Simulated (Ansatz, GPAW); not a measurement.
# Ballistic transport through pyrazine between two Ir chains, from relaxation to T(E), part 2 of 3

Aim: the conductance of pyrazine between two Ir chains after relaxation, and whether geometry, basis or functional moves it most.

GPAW 26.7.0 and Ansatz 0.2.0; Ansatz plane waves; relaxation of the junction with the lead ends held (the session's first sound run).

So far, transmission at the Fermi level (one spin): step 3 (plane-wave reference (PBE)) 0.568. Also conductance of the perfect lead (G₀): step 3 5.79.

## Step 4: GPAW, dzp

Localised orbitals split the wire into layers that couple to their neighbours alone, which is what the Green's function method needs; double zeta with polarisation is the usual level for numbers.

This step: GPAW LCAO, PAW setups; Landauer transmission from Green's functions with principal layers (ASE), zero bias (GPAW 26.7.0).

run.py

```python
import json
import numpy as np
from ase import Atoms
from ase.transport.calculators import TransportCalculator
from gpaw import GPAW, FermiDirac
from gpaw.lcao.tools import get_lcao_hamiltonian
from scipy.linalg import eigh

# The junction with lead layers at both ends, along the third cell vector
device = Atoms(
    ['Ir', 'Ir', 'Ir', 'Ir', 'Ir', 'Ir', 'Ir', 'Ir', 'N', 'H', 'H', 'C', 'C', 'C', 'C', 'H', 'H', 'N', 'Ir', 'Ir', 'Ir', 'Ir', 'Ir', 'Ir', 'Ir', 'Ir'],
    positions=[
        [5.31574, 4.50000, 1.15000],
        [5.31574, 4.50000, 3.45000],
        [5.31574, 4.50000, 5.75000],
        [5.31574, 4.50000, 8.05000],
        [5.31574, 4.50000, 10.35000],
        [5.31574, 4.50000, 12.65000],
        [4.35076, 4.37925, 14.81085],
        [5.06328, 4.44935, 16.99006],
        [4.89018, 4.42495, 19.25973],
        [6.97207, 4.55924, 19.50201],
        [2.81035, 4.28687, 19.50022],
        [3.75805, 4.34893, 20.03309],
        [6.02220, 4.49750, 20.03281],
        [3.75829, 4.34861, 21.42792],
        [6.02274, 4.49750, 21.42724],
        [2.81099, 4.28617, 21.96138],
        [6.97255, 4.55958, 21.95799],
        [4.89083, 4.42449, 22.20069],
        [5.06471, 4.44904, 24.46492],
        [4.35089, 4.37067, 26.64448],
        [5.31574, 4.50000, 28.80565],
        [5.31574, 4.50000, 31.10565],
        [5.31574, 4.50000, 33.40565],
        [5.31574, 4.50000, 35.70565],
        [5.31574, 4.50000, 38.00565],
        [5.31574, 4.50000, 40.30565]],
    cell=[[10.63147, 0.0, 0.0], [0.0, 9.0, 0.0], [0.0, 0.0, 41.45565]],
    pbc=True)

# One principal layer of the lead: the first 5 atoms of the device
lead = Atoms(
    ['Ir', 'Ir', 'Ir', 'Ir', 'Ir'],
    positions=[
        [5.31574, 4.50000, 1.15000],
        [5.31574, 4.50000, 3.45000],
        [5.31574, 4.50000, 5.75000],
        [5.31574, 4.50000, 8.05000],
        [5.31574, 4.50000, 10.35000]],
    cell=[[10.63147, 0.0, 0.0], [0.0, 9.0, 0.0], [0.0, 0.0, 11.5]],
    pbc=True)

settings = dict(mode='lcao', basis='dzp', xc='PBE', h=0.18,
                occupations=FermiDirac(0.1), maxiter=250,
                mixer=dict(beta=0.1, nmaxold=8, weight=100.0),
                convergence=dict(density=0.0001))
energies = np.arange(-2, 2 + 1e-9, 0.025)
eta = 0.0001
n1, n2 = 1, 1
# k and -k transmit alike, so half of the mesh across the current serves
mesh = [(i, j) for i in range(n1) for j in range(n2) if (i, j) <= (-i % n1, -j % n2)]
weights = np.array([1 if (i, j) == (-i % n1, -j % n2) else 2 for i, j in mesh]) / (n1 * n2)

# [... helper functions left out ...]
fermi_lead = ground_state(lead, (1, 1, 10), 'lead.txt')
fermi_device = ground_state(device, (1, 1, 2), 'device.txt')
# [... loop over the mesh left out, but for ...]
        # Shift the lead onto the potential of the device's first layer
        shift = ((H[:, 0, 0] - H0[:, 0, 0]) / S0[0, 0]).real.mean()
# [...]
kT = 8.617333e-5 * 300
bias = [0.1, 0.2, 0.5, 1.0, 1.5, 2.0]
# [... integrals and printing left out ...]
```

Started as:

```
> OMP_NUM_THREADS=1 OPENBLAS_NUM_THREADS=1 python run.py
```

It took 12 min on 1 thread of Arm Neoverse N1, shared host; peak memory 2.5 GiB.

Numbers from this step:

- conductance: 0.7207 G₀
- largest coupling past the next principal layer: 1.48e-6 eV
- largest misfit of the first principal layer: 0.1319 eV
- shift that aligns the lead: 0.002980 eV
- basis functions of the junction: 530
- basis functions of a principal layer: 135
- transmission at the Fermi level (one spin): 0.6789

One spin. Table of transmission, zone mean by energy, zero at the Fermi level:

energy (eV), transmission, zone mean and a bar:
```
   -2.000      0.023 #
   -1.900      0.023 #
   -1.800      0.022 #
   -1.700      0.021 #
   -1.600      0.020 #
   -1.500      0.019 #
   -1.400      0.018 #
   -1.300      0.017 #
   -1.200      0.015 
   -1.100      0.013 
   -1.000      0.012 
   -0.900      0.015 
   -0.800      0.019 #
   -0.700      0.025 #
   -0.600      0.038 #
   -0.500      0.092 ###
   -0.400      0.468 ##############
   -0.375      0.572 #################
   -0.300      0.482 ###############
   -0.200      0.826 #########################
   -0.150      0.976 ##############################
   -0.100      0.851 ##########################
    0.000      0.679 #####################
    0.100      0.883 ###########################
    0.175      0.933 ############################
    0.200      0.926 ############################
    0.300      0.740 #######################
    0.400      0.492 ###############
    0.500      0.359 ###########
    0.600      0.318 ##########
    0.700      0.350 ###########
    0.800      0.493 ###############
    0.900      0.851 ##########################
    0.950      0.982 ##############################
    1.000      0.812 #########################
    1.100      0.292 #########
    1.200      0.110 ###
    1.300      0.051 ##
    1.400      0.027 #
    1.500      0.016 
    1.600      0.010 
    1.700      0.006 
    1.800      0.004 
    1.900      0.001 
    2.000      0.000
```

Crossings of the lead's bands, unfolded to its shortest repeat. Table of open channels, zone mean by energy, zero at the Fermi level:

energy (eV), open channels, zone mean and a bar from the least value:
```
   -2.000       4.00 ##################
   -1.900       4.00 ##################
   -1.800       4.00 ##################
   -1.700       4.00 ##################
   -1.600       4.00 ##################
   -1.500       4.00 ##################
   -1.400       4.00 ##################
   -1.300       6.00 ##############################
   -1.200       6.00 ##############################
   -1.100       6.00 ##############################
   -1.000       6.00 ##############################
   -0.900       6.00 ##############################
   -0.800       6.00 ##############################
   -0.700       6.00 ##############################
   -0.600       6.00 ##############################
   -0.500       6.00 ##############################
   -0.400       6.00 ##############################
   -0.300       6.00 ##############################
   -0.200       6.00 ##############################
   -0.100       6.00 ##############################
    0.000       6.00 ##############################
    0.100       4.00 ##################
    0.200       4.00 ##################
    0.300       4.00 ##################
    0.400       4.00 ##################
    0.500       4.00 ##################
    0.600       4.00 ##################
    0.700       4.00 ##################
    0.800       4.00 ##################
    0.900       3.00 ############
    1.000       3.00 ############
    1.100       3.00 ############
    1.200       3.00 ############
    1.300       3.00 ############
    1.400       3.00 ############
    1.500       3.00 ############
    1.600       3.00 ############
    1.700       3.00 ############
    1.800       3.00 ############
    1.900       3.00 ############
    2.000       1.00
```

Not self-consistent under bias; the bias window is split evenly. The current through one cell, from the zero-bias transmission by bias:

```
bias (V)  current through one cell, from the zero-bias transmission (μA)
   0.100                                                            5.68
   0.200                                                            11.9
   0.500                                                            31.5
   1.000                                                            50.6
   1.500                                                            58.3
   2.000                                                            72.1
```

Table of transmission of the three most open eigenchannels by energy, zero at the Fermi level:

```
energy (eV)  channel 1  channel 2  channel 3
     -2.000     0.0118     0.0106     3.0e-4
     -1.900     0.0126    0.00963     3.2e-4
     -1.800     0.0136    0.00825     3.0e-4
     -1.700     0.0146    0.00630     2.8e-4
     -1.600     0.0152    0.00449     4.2e-4
     -1.500     0.0155    0.00273     6.6e-4
     -1.400     0.0156    0.00122     6.6e-4
     -1.300     0.0146    0.00144     5.7e-4
     -1.200     0.0121    0.00200     6.6e-4
     -1.100    0.00960    0.00187     7.9e-4
     -1.000    0.00908    0.00204     8.8e-4
     -0.900     0.0108    0.00242     9.9e-4
     -0.800     0.0143    0.00272    0.00110
     -0.700     0.0197    0.00294    0.00118
     -0.600     0.0327    0.00307    0.00124
     -0.500     0.0867    0.00279    0.00140
     -0.400      0.462    0.00216    0.00176
     -0.300      0.476    0.00372    0.00105
     -0.200      0.819    0.00463    0.00160
     -0.100      0.843    0.00631    0.00175
      0.000      0.670    0.00734    0.00144
      0.100      0.875    0.00735    0.00108
      0.200      0.917    0.00757     5.4e-4
      0.300      0.732    0.00784     2.9e-4
      0.400      0.484    0.00776     1.9e-4
      0.500      0.352    0.00740     1.4e-4
      0.600      0.311    0.00683     1.0e-4
      0.700      0.344    0.00617     6.9e-5
      0.800      0.488    0.00553     4.1e-5
      0.900      0.845    0.00546     1.3e-5
      1.000      0.806    0.00511     1.6e-5
      1.100      0.287    0.00433     2.0e-5
      1.200      0.107    0.00335     2.6e-5
      1.300     0.0486    0.00235     3.6e-5
      1.400     0.0257    0.00151     5.3e-5
      1.500     0.0149     9.1e-4     8.3e-5
      1.600    0.00915     5.4e-4     1.3e-4
      1.700    0.00562     3.4e-4     1.9e-4
      1.800    0.00316     2.4e-4     2.1e-4
      1.900    0.00103     1.5e-4     1.4e-4
      2.000     1.2e-4    7.6e-10    5.4e-10
```

At the Fermi level T is 0.679 against 0.568 in plane waves. Couplings past the next layer reach 1.5e-6 eV, small enough to drop; the matrix elements of the cell's first layer differ from the bulk lead's by up to 0.13 eV. That layer keeps its own values in the calculation, and only beyond it is the lead taken as perfect. The Fermi levels of lead and junction count from different zeros of potential, one for each periodic cell; with both set to zero, the small remaining shift is what aligns them. Without spin-orbit coupling, which is large for these atoms, channel counts and T are those of the scalar-relativistic bands. By hand: G = 0.7207 × 77.48 μS = 55.8 μS, a resistance of 17.9 kΩ; at 0.1 V a linear junction would pass 5.58 μA, and the integral over the bias window gives 5.68 μA.

## Step 5: GPAW, szp: basis = "szp(dzp)"

The second zeta is dropped, the polarisation orbitals stay.

Edit run.py of step 4 so:

```diff
@@ -53,3 +53,3 @@
 
-settings = dict(mode='lcao', basis='dzp', xc='PBE', h=0.18,
+settings = dict(mode='lcao', basis='szp(dzp)', xc='PBE', h=0.18,
                 occupations=FermiDirac(0.1), maxiter=250,
```

Run time: 6.5 min. Hardware: 1 thread; peak memory 2.4 GiB.

Numbers from this step:

| Property | Result |
| --- | --- |
| conductance | 0.8361 G₀ |
| largest misfit of the first principal layer | 0.1414 eV |
| shift that aligns the lead | 0.001700 eV |
| basis functions of the junction | 310 |
| basis functions of a principal layer | 75 |
| transmission at the Fermi level (one spin) | 0.8048 |

One spin. The transmission, zone mean by energy, zero at the Fermi level:

energy (eV), transmission, zone mean and a bar:
```
   -2.000      0.018 #
   -1.900      0.018 #
   -1.800      0.019 #
   -1.700      0.019 #
   -1.600      0.020 #
   -1.500      0.020 #
   -1.400      0.019 #
   -1.300      0.020 #
   -1.200      0.017 #
   -1.100      0.015 
   -1.000      0.015 
   -0.900      0.019 #
   -0.800      0.028 #
   -0.700      0.044 #
   -0.600      0.081 ##
   -0.500      0.265 ########
   -0.425      0.829 #########################
   -0.400      0.789 ########################
   -0.300      0.408 ############
   -0.200      0.785 ########################
   -0.150      0.986 ##############################
   -0.100      0.897 ###########################
    0.000      0.805 ########################
    0.100      0.909 ###########################
    0.200      0.988 ##############################
    0.225      0.995 ##############################
    0.300      0.912 ###########################
    0.400      0.729 ######################
    0.500      0.671 ####################
    0.600      0.777 #######################
    0.700      0.962 #############################
    0.800      0.665 ####################
    0.900      0.263 ########
    1.000      0.109 ###
    1.100      0.054 ##
    1.200      0.031 #
    1.300      0.022 #
    1.400      0.045 #
    1.425      0.154 #####
    1.500      0.003 
    1.600      0.004 
    1.700      0.003 
    1.800      0.002 
    1.900      0.001 
    2.000      0.000
```

The conductance, 0.836 G₀, lies 16 % above that of the dzp run.

## Step 6: GPAW, sz: basis = "sz(dzp)"

The minimal basis is the cheapest rung: no second zeta and no polarisation.

Edit run.py of step 5 so:

```diff
@@ -53,3 +53,3 @@
 
-settings = dict(mode='lcao', basis='szp(dzp)', xc='PBE', h=0.18,
+settings = dict(mode='lcao', basis='sz(dzp)', xc='PBE', h=0.18,
                 occupations=FermiDirac(0.1), maxiter=250,
```

It took 5.5 min on 1 thread; peak memory 2.3 GiB.

Numbers from this step:

```yaml
conductance: 0.8676 G₀
largest_coupling_past_the_next_principal_layer: 1.47e-6 eV
largest_misfit_of_the_first_principal_layer: 0.08342 eV
shift_that_aligns_the_lead: 0.001756 eV
basis_functions_of_the_junction: 220
basis_functions_of_a_principal_layer: 60
transmission_at_the_fermi_level_one_spin: 0.8417
```

One spin. Transmission, zone mean against energy, zero at the Fermi level:

```
energy (eV)  transmission, zone mean
     -2.000                   0.0173
     -1.900                   0.0175
     -1.800                   0.0182
     -1.700                   0.0191
     -1.600                   0.0197
     -1.500                   0.0197
     -1.400                   0.0192
     -1.300                   0.0184
     -1.200                   0.0163
     -1.100                   0.0144
     -1.000                   0.0152
     -0.900                   0.0201
     -0.800                   0.0309
     -0.700                   0.0530
     -0.600                    0.112
     -0.500                    0.414
     -0.425                    0.865
     -0.400                    0.684
     -0.300                    0.377
     -0.200                    0.760
     -0.150                    0.962
     -0.100                    0.904
      0.000                    0.842
      0.075                    0.979
      0.100                    0.961
      0.200                    0.969
      0.250                     1.00
      0.300                    0.967
      0.400                    0.816
      0.500                    0.766
      0.600                    0.869
      0.675                    0.959
      0.700                    0.945
      0.800                    0.568
      0.900                    0.235
      1.000                    0.107
      1.100                   0.0637
      1.200                  0.00531
      1.300                   0.0119
      1.400                  0.00880
      1.500                  0.00616
      1.600                  0.00431
      1.700                  0.00296
      1.800                  0.00184
      1.900                   6.6e-4
      2.000                   9.3e-6
```

The conductance, 0.868 G₀, lies 20 % above that of the dzp run.

## Step 7: LDA in the dzp basis: xc = "LDA"

Back in the dzp basis, the functional changes from PBE to LDA, to set the spread between functionals beside that between bases.

Edit run.py of step 6 so:

```diff
@@ -53,3 +53,3 @@
 
-settings = dict(mode='lcao', basis='sz(dzp)', xc='PBE', h=0.18,
+settings = dict(mode='lcao', basis='dzp', xc='LDA', h=0.18,
                 occupations=FermiDirac(0.1), maxiter=250,
```

Elapsed: 11 min, on 1 thread; peak memory 2.5 GiB.

This step gave:

- conductance: 0.7474 G₀
- largest coupling past the next principal layer: 1.53e-6 eV
- largest misfit of the first principal layer: 0.1378 eV
- shift that aligns the lead: 0.001794 eV
- basis functions of the junction: 530
- basis functions of a principal layer: 135
- transmission at the Fermi level (one spin): 0.7072

The conductance, 0.747 G₀, lies 3.7 % above that of the dzp run.

## Step 8: The structure as built: geometry = "as built"

The dzp basis with PBE on the structure as first built shows what the relaxation was worth.

Edit run.py of step 7 so:

```diff
@@ -18,16 +18,16 @@
         [5.31574, 4.50000, 12.65000],
-        [4.35076, 4.37925, 14.81085],
-        [5.06328, 4.44935, 16.99006],
-        [4.89018, 4.42495, 19.25973],
-        [6.97207, 4.55924, 19.50201],
-        [2.81035, 4.28687, 19.50022],
-        [3.75805, 4.34893, 20.03309],
-        [6.02220, 4.49750, 20.03281],
-        [3.75829, 4.34861, 21.42792],
-        [6.02274, 4.49750, 21.42724],
-        [2.81099, 4.28617, 21.96138],
-        [6.97255, 4.55958, 21.95799],
-        [4.89083, 4.42449, 22.20069],
-        [5.06471, 4.44904, 24.46492],
-        [4.35089, 4.37067, 26.64448],
+        [5.31574, 4.50000, 14.95000],
+        [5.31574, 4.50000, 17.25000],
+        [5.31574, 4.50000, 19.31000],
+        [7.38147, 4.50000, 19.46845],
+        [3.25000, 4.50000, 19.46845],
+        [4.17383, 4.50000, 20.03522],
+        [6.45764, 4.50000, 20.03522],
+        [4.17383, 4.50000, 21.42043],
+        [6.45764, 4.50000, 21.42043],
+        [3.25000, 4.50001, 21.98720],
+        [7.38147, 4.50000, 21.98720],
+        [5.31574, 4.50000, 22.14565],
+        [5.31574, 4.50000, 24.20565],
+        [5.31574, 4.50000, 26.50565],
         [5.31574, 4.50000, 28.80565],
@@ -53,3 +53,3 @@
 
-settings = dict(mode='lcao', basis='dzp', xc='LDA', h=0.18,
+settings = dict(mode='lcao', basis='dzp', xc='PBE', h=0.18,
                 occupations=FermiDirac(0.1), maxiter=250,
```

The job ended after 12 min (1 thread; peak memory 2.5 GiB).

This step gave:

```yaml
conductance: 0.8613 G₀
largest_coupling_past_the_next_principal_layer: 1.48e-6 eV
largest_misfit_of_the_first_principal_layer: 0.1584 eV
shift_that_aligns_the_lead: -0.01663 eV
transmission_at_the_fermi_level_one_spin: 0.8687
```

The conductance, 0.861 G₀, lies 20 % above that of the dzp run.

## Step 9: All levels side by side

Times are wall times on the hardware named with each run. The runs compared:

```
no.      run  conductance (G₀)     time  memory (GiB)
  1   pw PBE            0.6181  7.6 min           6.5
  2      dzp            0.7207   12 min           2.5
  3      szp            0.8361  6.5 min           2.4
  4       sz            0.8676  5.5 min           2.3
  5  dzp LDA            0.7474   11 min           2.5
  6  asbuilt            0.8613   12 min           2.5
```

[end of part 2 of 3]

[Logs are printed without paths, hosts, clocks, repeated set-up lines and the standing remarks that a program may print on its own settings, such as how far it seeks lower states.]

[Hosts, paths, dates, database ids (printed as entryN), source tags and the programs' standing remarks are cut or masked in the printed files.]
